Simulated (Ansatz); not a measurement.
# Yb (Fm-3m) in Ansatz: equation of state

How stiff is Yb in PBE, and what volume does it want? The cell is scaled to several volumes.

All numbers are computed with Ansatz 0.2.0; they aren't measurements. Logs are shortened: lines on timing, memory, paths and dates and some standing lists are left out, and cuts for length are marked.

### 1 The structure

It takes space group Fm-3m (No. 225, cubic). The conventional cell has a = 5.486 Å, b = 5.486 Å, c = 5.486 Å, α = 90.00°, β = 90.00°, γ = 90.00°. Around Yb (site symmetry m-3m) lie 12 Yb at 3.88 Å.

### 2 Single point, PBE, collinear spin, ferromagnetic start, 38.80 Å³/atom (volume scaled by 0.94)

The input, input.yaml:

```yaml
crystal:
  lattice:
    - [0.0, 2.6871026548, 2.6871026548]
    - [2.6871026548, 0.0, 2.6871026548]
    - [2.6871026548, 2.6871026548, 0.0]
  atoms:
    - { symbol: Yb, position: [0.0, 0.0, 0.0], spin: 1.0 }
hamiltonian:
  xc: pbe
  pseudopotentials: { kind: paw }
magnetization:
  spin_polarized: true
kpoints:
  mp_grid: { grid: [8, 8, 8] }
scf:
  occupations: { method: fermi_dirac, width: 0.05 }
output:
  forces: true
  stress: true
  eigenvalues: true
  write_density: true
  write_potential: true
  elf: true
  volumetric_format: npy
```

Potentials or basis: Ansatz PAW.

Launch:

```bash
$ ansatz run input.yaml --threads 1 --pin off --max-ram 2560MiB --backend cpu --events-out ev --progress --plain --runs-dir out
```

Output:

```text
Warning: where an SCF of this run starts from atoms to list the orders of its open shells, Yb (site 0, from 0) starts with 0.44 μB on its 4f shell and 0.44 μB on its 5d shell, in the place of the 1.00 μB that the deck gives it: its open shells can hold no more by Hund's first rule. To start from spheres of the given moment, type scf.initial_density.shell_occupations: []
Warning: RAYON_NUM_THREADS=1 ignored (pool sized by the plan → 1); use --threads N
Engine: ansatz 0.2.0, aarch64-unknown-linux-gnu
Pseudopotentials: kind: paw
Pseudopotential: Yb, paw, valence charge 24, recommended cutoff 420 eV (normal), Yb.paw.azcp
Functional definition: PBE
  parameter kappa = 0.804
  parameter beta = 0.06672455060314922
  exchange = pbe_x(kappa = kappa, mu = beta*pi^2/3)
  correlation = pbe_c(beta = beta)
Crystal: 1 atoms, lattice volume = 38.805 Å³
Basis set: ecut = 420 eV, 749 PW (Γ), exchange–correlation on 54×54×54 points (8 copies of the dense FFT grid, shifted against one another)
Bands: 17, of which v1, the nominal top of the filled ones, is band 12 counted from 1 (11 counted from 0)
Symmetry: 48 space group operations
Space group: Fm-3m (ITA 225), of the structure as read, at distance tolerance 3.4e-5 Å
Magnetic group: BNS 225.116 (UNI 1618), of the structure as read, at distance tolerance 3.4e-5 Å
k-points: 29 of 512
Non-local potential: Yb, projectors of the file, l = 0: 3, l = 1: 2, l = 2: 2, l = 3: 3
PAW form: soft (Blöchl's): semilocal exchange-correlation on the pseudo side does not see the compensation charge
PAW one-centre angular grid: Yb, 590 points (default); XC on 64 Gauss nodes
Initial density: superposition of atomic densities (chi_scale 0.1, normalization cell)
Starting moments: Σ|m| = 1 μB on 1 of 1 site
Initial wavefunctions: pseudopotential atomic-orbital guess
Functional: x = pbe(κ = 0.804, μ = 0.2195149727645171), c = pbe(β = 0.06672455060314922)
iter 1 solved again at ethr=2.06e-4 eV; its pass at ethr=3.10e-3 eV (dr2=4.93e-2 eV) is discarded
SCF iter   1: F=—  HF=-13794.888897 eV  |F-HF|=—  |Δ(HF+E_count)|=         —  Δρ=3.05e-2 (↑3.05e-2 ↓2.54e-2)  dr2=4.96e-2  dr2_m=2.71e-1  M=0.278 μB ∫|m|=0.278 μB  β_m=0.30  ethr=2.06e-4  ⟨swp⟩=2.0  Hψ=6806  notcnv=0
Mixer restart at iter 1: flushing history
preconditioner: auto → Kerker (q_TF=auto, 2.518 Å⁻¹)  [metal: Δε(μ)=0.065 eV  Ē_g=10.292 eV  σ=0.050 eV  W_gap=0.31  n_scr=14 (ndim 8)  ℏωp=28.0 eV  f_vac=0.000  D(μ)=3.96/eV (n_scr^D=58)]
spin=Collinear: Kerker preconditioning applied to the charge; magnetization (m = ρ↑ − ρ↓) channel mixes plain (no charge-response kernel on spin).
SCF iter   2: F=—  HF=-13794.897690 eV  |F-HF|=—  |Δ(HF+E_count)|=   8.79e-3  Δρ=2.33e-2 (↑2.33e-2 ↓2.30e-2)  dr2=2.68e-2  dr2_m=1.87e-1  M=0.206 μB ∫|m|=0.206 μB  β_m=0.50  ethr=2.06e-4  ⟨swp⟩=2.1  Hψ=1243  notcnv=0
SCF iter   3: F=—  HF=-13795.054244 eV  |F-HF|=—  |Δ(HF+E_count)|=   1.57e-1  Δρ=8.30e-3 (↑8.30e-3 ↓2.09e-3)  dr2=2.59e-2  dr2_m=5.10e-3  M=0.033 μB ∫|m|=0.087 μB  β_m=0.46  ethr=1.12e-4  ⟨swp⟩=3.1  Hψ=2728  notcnv=0  defer=6
SCF iter   4: F=—  HF=-13794.992928 eV  |F-HF|=—  |Δ(HF+E_count)|=   6.13e-2  Δρ=9.94e-3 (↑9.94e-3 ↓1.71e-3)  dr2=2.56e-2  dr2_m=1.10e-2  M=0.006 μB ∫|m|=0.058 μB  β_m=0.73  ethr=1.08e-4  ⟨swp⟩=3.3  Hψ=2915  notcnv=0  defer=11
SCF iter   5: F=—  HF=-13794.998698 eV  |F-HF|=—  |Δ(HF+E_count)|=   5.77e-3  Δρ=3.45e-3 (↑2.89e-3 ↓3.45e-3)  dr2=1.40e-2  dr2_m=8.65e-5  M=0.018 μB ∫|m|=0.047 μB  β_m=0.87  ethr=1.07e-4  ⟨swp⟩=1.3  Hψ=1241  notcnv=0  defer=11
SCF iter   6: F=—  HF=-13795.020483 eV  |F-HF|=—  |Δ(HF+E_count)|=   2.18e-2  Δρ=3.27e-3 (↑3.27e-3 ↓2.46e-3)  dr2=2.45e-3  dr2_m=2.70e-3  M=-0.002 μB ∫|m|=0.004 μB  β_m=0.83  ethr=5.84e-5  ⟨swp⟩=3.2  Hψ=2320  notcnv=0  defer=12
SCF iter   7: F=—  HF=-13795.017598 eV  |F-HF|=—  |Δ(HF+E_count)|=   2.88e-3  Δρ=1.98e-3 (↑5.55e-4 ↓1.98e-3)  dr2=1.13e-3  dr2_m=4.99e-4  M=0.009 μB ∫|m|=0.016 μB  β_m=0.85  ethr=1.02e-5  ⟨swp⟩=2.1  Hψ=2139  notcnv=0  defer=12
SCF iter   8: F=—  HF=-13795.020044 eV  |F-HF|=—  |Δ(HF+E_count)|=   2.45e-3  Δρ=2.62e-4 (↑2.62e-4 ↓2.41e-4)  dr2=9.49e-5  dr2_m=5.30e-7  M=0.002 μB ∫|m|=0.004 μB  β_m=0.92  ethr=4.71e-6  ⟨swp⟩=3.0  Hψ=2023  notcnv=0  defer=12
SCF iter   9: F=—  HF=-13795.020149 eV  |F-HF|=—  |Δ(HF+E_count)|=   1.05e-4  Δρ=2.62e-4 (↑2.62e-4 ↓2.60e-4)  dr2=2.31e-7  dr2_m=2.41e-5  M=0.001 μB ∫|m|=0.001 μB  β_m=0.95  ethr=3.95e-7  ⟨swp⟩=2.7  Hψ=2123  notcnv=0  defer=12
SCF iter  10: F=—  HF=-13795.020147 eV  |F-HF|=—  |Δ(HF+E_count)|=   1.91e-6  Δρ=9.71e-5 (↑9.71e-5 ↓8.48e-5)  dr2=1.09e-7  dr2_m=2.93e-6  M=0.000 μB ∫|m|=0.000 μB  β_m=0.97  ethr=9.61e-10  ⟨swp⟩=2.9  Hψ=2004  notcnv=0  defer=12
SCF iter  11: F=—  HF=-13795.020148 eV  |F-HF|=—  |Δ(HF+E_count)|=   3.57e-7  Δρ=1.27e-5 (↑1.27e-5 ↓9.13e-6)  dr2=1.55e-7  dr2_m=1.90e-9  M=0.000 μB ∫|m|=0.000 μB  β_m=0.99  ethr=4.55e-10  ⟨swp⟩=2.7  Hψ=1727  notcnv=0  defer=12
SCF iter  12: F=—  HF=-13795.020148 eV  |F-HF|=—  |Δ(HF+E_count)|=   2.65e-7  Δρ=3.82e-6 (↑2.63e-6 ↓3.82e-6)  dr2=4.00e-9  dr2_m=3.27e-9  M=0.000 μB ∫|m|=0.000 μB  β_m=0.99  ethr=4.55e-10  ⟨swp⟩=3.1  Hψ=1960  notcnv=0  defer=12
SCF iter  13: F=—  HF=-13795.020148 eV  |F-HF|=—  |Δ(HF+E_count)|=   7.12e-9  Δρ=3.11e-6 (↑2.44e-6 ↓3.11e-6)  dr2=1.07e-8  dr2_m=7.06e-11  M=0.000 μB ∫|m|=0.000 μB  β_m=0.91  ethr=1.67e-11  ⟨swp⟩=3.1  Hψ=2142  notcnv=0  defer=12
SCF iter  14: F=-13795.020148 eV  HF=-13795.020148 eV  |F-HF|=4.19e-9  |Δ(HF+E_count)|=   1.92e-8  Δρ=1.63e-6 (↑1.63e-6 ↓1.58e-6)  dr2=3.50e-9  dr2_m=3.04e-12  M=0.000 μB ∫|m|=0.000 μB  ethr=1.67e-11  ⟨swp⟩=7.7  Hψ=6954  notcnv=0
SCF 1 converged in 14 iterations: F = -13795.020148 eV  dr2 = 3.50e-9
WARN: the starting moments were not kept: the SCF closed with an absolute magnetisation of 6.7e-6 μB, where they sum to 1 μB in size (1 site). That is at most 0.1 of that sum. Measured as dr2_m measures the in/out step, that magnetisation stands 4.5e-12 eV from none, at or under the dr2_threshold of 1.0e-7 eV: it is no larger than a step whose dr2_m would equal this threshold. The system may hold no moment; this SCF shows only that its start led to no more than that. To try another start: raise the starting moments (crystal.atoms[].spin, magnetization.per_species, magnetization.initial_magnetization, or on a non-collinear deck that types none of these the spinor_matrix: blocks that start its atoms; where the total moment is fixed, keep their sum and leave initial_magnetization as it is; typed ones take the place of any that the run laid by itself, positive ones on a crystal's lanthanoids without a Hubbard term where scf.initial_density.shell_occupations: [] is typed) or, if the notice of its spin-set hold's release reads "site moments contracting" or "site moments show no strong build", lengthen the hold (scf.mixing.spin_hold: { on: { confirm: 4 } }; for m-r²SCAN on two components see the key's manual first). Each may lead to a state that holds a moment. A second SCF, from the converged charge density, with the starting moments and any scf.initial_density.shell_occupations laid on it anew, would have followed, and was not run: the deck does not ask for one (magnetization.retry_lost_moments is false, the default). To let it run, set magnetization.retry_lost_moments: true and run the deck again, where that key's refused combinations let it; where memory then withholds it, that run's warning says so.
SCF converged after 14 iterations
Magnetization: 0.0000 μB (12.0000 up, 12.0000 down)
Absolute magnetization: 0.0000 μB (∫|ρ↑−ρ↓|, with the PAW one-centre terms)
Spin contamination: 0.0000 ħ² per cell (⟨S²⟩ above its minimum at these occupations)
Per-site moments (μB) at R_I (Å): [(7.406686750746991e-7, 1.5675565198866)]
Free energy (F): -13795.020148 eV
Harris-Foulkes:  -13795.020148 eV  (|F-HF|=4.19e-9)
Internal energy: -13795.009191 eV  (E = F + TS)
E sigma→0 (E₀):  -13795.014670 eV
Entropy (-TS):   -0.010957 eV (-10.957 meV/atom)
Fermi energy:    9.764269 eV
--- Per-component energies (eV) ---
  E_band       = -22.302180
  E_kinetic    = 351.832609
  E_local      = -6449.264275  (includes V_loc(G=0)·N_el)
  E_nonlocal   = 553.428645
  E_hartree    = 2804.684319
  E_xc         = -161.976295
  E_vxc        = -201.567245  (∫ρ·V_xc dr)
  E_paw        = -7355.726575  (= ΣΔE_a)
  E_vpaw       = 113.893158  (= ΣTr[D̂ρ^β])
  E_aug_tail   = 0.000003  (compensation charges beyond the density's cutoff)
  E_ewald      = -3537.987623
  E_smearing   = -0.010957  (= −TS)
  E_closure    = 0.000000  (closes the sum)
  Σ components = -13795.020148   (vs F -13795.020148, Δ=0.00e0)
--- Forces (eV/Å), atoms counted from 1 ---
  atom   1  Yb    -0.00000000     0.00000000     0.00000000
  max |Σ_I F_I| component: 5.14e-32 eV/Å
--- Stress (GPa, compression-positive) ---
       -1.398458      -0.000000       0.000000
        0.000000      -1.398458      -0.000000
       -0.000000       0.000000      -1.398458
  P = ⅓ Tr σ = -1.3985 GPa (-13.985 kbar)
--- Band table (eV; the first three rows and the last of 58) ---
  k-point 0 ↑: bands = ["-41.9171", "-14.1833", "-14.1833", "-14.1833", "4.7426", "9.2911", "9.3740", "9.3740", "9.3740", "9.4548", "9.4548", "9.4548", "12.5521", "12.5521", "12.5521", "14.5254", "14.5254"]
  k-point 1 ↑: bands = ["-41.9154", "-14.2230", "-14.1886", "-14.1886", "5.0752", "9.2949", "9.3686", "9.3814", "9.3814", "9.4385", "9.4385", "9.4553", "12.1179", "12.7042", "12.7042", "14.3549", "14.3549"]
  k-point 2 ↑: bands = ["-41.9114", "-14.3171", "-14.2016", "-14.2016", "5.9937", "9.3073", "9.3561", "9.3923", "9.3923", "9.4146", "9.4146", "9.4564", "11.2589", "12.7710", "12.7710", "14.4807", "14.4807"]
  k-point 28 ↓: bands = ["-41.9018", "-14.3562", "-14.3562", "-14.2823", "9.3258", "9.3275", "9.3715", "9.3715", "9.3917", "9.3917", "9.4210", "9.7909", "10.4973", "10.4973", "12.3472", "16.3450", "16.3930"]
```

Run time: 4.6 s. Hardware: 1 thread of Arm Neoverse V2, shared host; peak memory 0.28 GiB.

Results:

```yaml
Free_energy: -13795.0201 eV
Pressure: -1.4 GPa
Band_gap_on_the_k_mesh: none (metal or under the smearing width)
Net_moment: 0.00 μB per cell
Absolute_moment: 0.00 μB per cell
```

Caveat: spin-orbit coupling is left out, which moves the levels of the heavy elements; the starting moments weren't kept.

### 3 Single point, PBE, collinear spin, ferromagnetic start, 39.63 Å³/atom (volume scaled by 0.96)

The input, input.yaml:

```yaml
crystal:
  lattice:
    - [0.0, 2.7060265364, 2.7060265364]
    - [2.7060265364, 0.0, 2.7060265364]
    - [2.7060265364, 2.7060265364, 0.0]
  atoms:
    - { symbol: Yb, position: [0.0, 0.0, 0.0], spin: 1.0 }
hamiltonian:
  xc: pbe
  pseudopotentials: { kind: paw }
magnetization:
  spin_polarized: true
kpoints:
  mp_grid: { grid: [8, 8, 8] }
scf:
  occupations: { method: fermi_dirac, width: 0.05 }
output:
  forces: true
  stress: true
  eigenvalues: true
```

Potentials or basis: Ansatz PAW.

Launch:

```bash
$ ansatz run input.yaml --threads 1 --pin off --max-ram 2560MiB --backend cpu --events-out ev --progress --plain --runs-dir out
```

Wall time 3.9 s (1 thread of Arm Neoverse V2, shared host); peak memory 0.28 GiB.

It converged, with:

```
Free energy            : -13795.0122 eV
Pressure               : -1.7 GPa
Band gap on the k mesh : none (metal or under the smearing width)
Net moment             : 0.00 μB per cell
Absolute moment        : 0.00 μB per cell
```

Caveat: spin-orbit coupling is left out, which moves the levels of the heavy elements; the starting moments weren't kept.

### 4 Single point, PBE, collinear spin, ferromagnetic start, 40.46 Å³/atom (volume scaled by 0.98)

input.yaml, as its differences from that of step 3:

```diff
@@ -2,5 +2,5 @@
   lattice:
-    - [0.0, 2.7060265364, 2.7060265364]
-    - [2.7060265364, 0.0, 2.7060265364]
-    - [2.7060265364, 2.7060265364, 0.0]
+    - [0.0, 2.7246893782, 2.7246893782]
+    - [2.7246893782, 0.0, 2.7246893782]
+    - [2.7246893782, 2.7246893782, 0.0]
   atoms:
```

Launch:

```bash
$ ansatz run input.yaml --threads 1 --pin off --max-ram 2560MiB --backend cpu --events-out ev --progress --plain --runs-dir out
```

It took 4 s on 1 thread of Arm Neoverse V2, shared host; peak memory 0.28 GiB.

The run converged. Its results:

```
Free energy            : -13795.0030 eV
Pressure               : -1.9 GPa
Band gap on the k mesh : none (metal or under the smearing width)
Net moment             : 0.00 μB per cell
Absolute moment        : 0.00 μB per cell
```

Caveat: spin-orbit coupling is left out, which moves the levels of the heavy elements; the starting moments weren't kept.

### 5 Single point, PBE, collinear spin, ferromagnetic start, 41.28 Å³/atom

input.yaml, as its differences from that of step 4:

```diff
@@ -2,5 +2,5 @@
   lattice:
-    - [0.0, 2.7246893782, 2.7246893782]
-    - [2.7246893782, 0.0, 2.7246893782]
-    - [2.7246893782, 2.7246893782, 0.0]
+    - [0.0, 2.7431, 2.7431]
+    - [2.7431, 0.0, 2.7431]
+    - [2.7431, 2.7431, 0.0]
   atoms:
@@ -20 +20,5 @@
   eigenvalues: true
+  write_density: true
+  write_potential: true
+  elf: true
+  volumetric_format: npy
```

Launch:

```bash
$ ansatz run input.yaml --threads 1 --pin off --max-ram 2560MiB --backend cpu --events-out ev --progress --plain --runs-dir out
```

Run time: 5.5 s. Hardware: 1 thread of Arm Neoverse V2, shared host; peak memory 0.28 GiB.

The run converged. Its results:

* Free energy: -13794.9925 eV
* Pressure: -2.1 GPa
* Band gap on the k mesh: none (metal or under the smearing width)
* Net moment: 0.00 μB per cell
* Absolute moment: 0.00 μB per cell

Caveat: spin-orbit coupling is left out, which moves the levels of the heavy elements; the starting moments weren't kept.

### 6 Single point, PBE, collinear spin, ferromagnetic start, 42.11 Å³/atom (volume scaled by 1.02)

The input, input.yaml:

```yaml
crystal:
  lattice:
    - [0.0, 2.7612667546, 2.7612667546]
    - [2.7612667546, 0.0, 2.7612667546]
    - [2.7612667546, 2.7612667546, 0.0]
  atoms:
    - { symbol: Yb, position: [0.0, 0.0, 0.0], spin: 1.0 }
hamiltonian:
  xc: pbe
  pseudopotentials: { kind: paw }
magnetization:
  spin_polarized: true
kpoints:
  mp_grid: { grid: [8, 8, 8] }
scf:
  occupations: { method: fermi_dirac, width: 0.05 }
output:
  forces: true
  stress: true
  eigenvalues: true
```

Potentials or basis: Ansatz PAW.

Launch:

```bash
$ ansatz run input.yaml --threads 1 --pin off --max-ram 2560MiB --backend cpu --events-out ev --progress --plain --runs-dir out
```

Run time: 4.3 s. Hardware: 1 thread of Arm Neoverse V2, shared host; peak memory 0.28 GiB.

Results (log left out):

```yaml
Free_energy: -13794.9809 eV
Pressure: -2.3 GPa
Band_gap_on_the_k_mesh: none (metal or under the smearing width)
Net_moment: 0.00 μB per cell
Absolute_moment: 0.00 μB per cell
```

Caveat: spin-orbit coupling is left out, which moves the levels of the heavy elements; the starting moments weren't kept.

### 7 Single point, PBE, collinear spin, ferromagnetic start, 42.93 Å³/atom (volume scaled by 1.04)

input.yaml, as its differences from that of step 6:

```diff
@@ -2,5 +2,5 @@
   lattice:
-    - [0.0, 2.7612667546, 2.7612667546]
-    - [2.7612667546, 0.0, 2.7612667546]
-    - [2.7612667546, 2.7612667546, 0.0]
+    - [0.0, 2.7791975606, 2.7791975606]
+    - [2.7791975606, 0.0, 2.7791975606]
+    - [2.7791975606, 2.7791975606, 0.0]
   atoms:
```

Launch:

```bash
$ ansatz run input.yaml --threads 1 --pin off --max-ram 2560MiB --backend cpu --events-out ev --progress --plain --runs-dir out
```

It took 5.5 s on 1 thread of Arm Neoverse V2, shared host; peak memory 0.28 GiB.

The run converged. Its results:

- Free energy: -13794.9684 eV
- Pressure: -2.5 GPa
- Band gap on the k mesh: none (metal or under the smearing width)
- Net moment: 0.00 μB per cell
- Absolute moment: 0.00 μB per cell

Caveat: spin-orbit coupling is left out, which moves the levels of the heavy elements; the starting moments weren't kept.

### 8 Single point, PBE, collinear spin, ferromagnetic start, 43.76 Å³/atom (volume scaled by 1.06)

input.yaml, as its differences from that of step 7:

```diff
@@ -2,5 +2,5 @@
   lattice:
-    - [0.0, 2.7791975606, 2.7791975606]
-    - [2.7791975606, 0.0, 2.7791975606]
-    - [2.7791975606, 2.7791975606, 0.0]
+    - [0.0, 2.7968999332, 2.7968999332]
+    - [2.7968999332, 0.0, 2.7968999332]
+    - [2.7968999332, 2.7968999332, 0.0]
   atoms:
```

Launch:

```bash
$ ansatz run input.yaml --threads 1 --pin off --max-ram 2560MiB --backend cpu --events-out ev --progress --plain --runs-dir out
```

It took 5.6 s on 1 thread of Arm Neoverse V2, shared host; peak memory 0.28 GiB.

The run converged. Its results:

- Free energy: -13794.9550 eV
- Pressure: -2.7 GPa
- Band gap on the k mesh: none (metal or under the smearing width)
- Net moment: 0.00 μB per cell
- Absolute moment: 0.00 μB per cell

Caveat: spin-orbit coupling is left out, which moves the levels of the heavy elements; the starting moments weren't kept.

### 9 Equation of state, PBE, collinear spin, ferromagnetic start

Potentials or basis: Ansatz PAW.

No new run: the results of the series are fitted here.

Results:

```yaml
Equilibrium_volume: "35.64 Å³/atom (rough: see the caveat)"
Bulk_modulus: 19.4 GPa (rough)
```

Energy against volume, from the lowest point:
| volume (Å³/atom) | energy (meV/atom) |
| --- | --- |
| 38.805 | 0.00 |
| 39.630 | 7.93 |
| 40.456 | 17.19 |
| 41.281 | 27.70 |
| 42.107 | 39.25 |
| 42.933 | 51.77 |
| 43.758 | 65.17 |

Caveat: the minimum lies outside the volumes run; spin-orbit coupling is left out, which moves the levels of the heavy elements. The state reached can hang on the start; a lower one may exist.
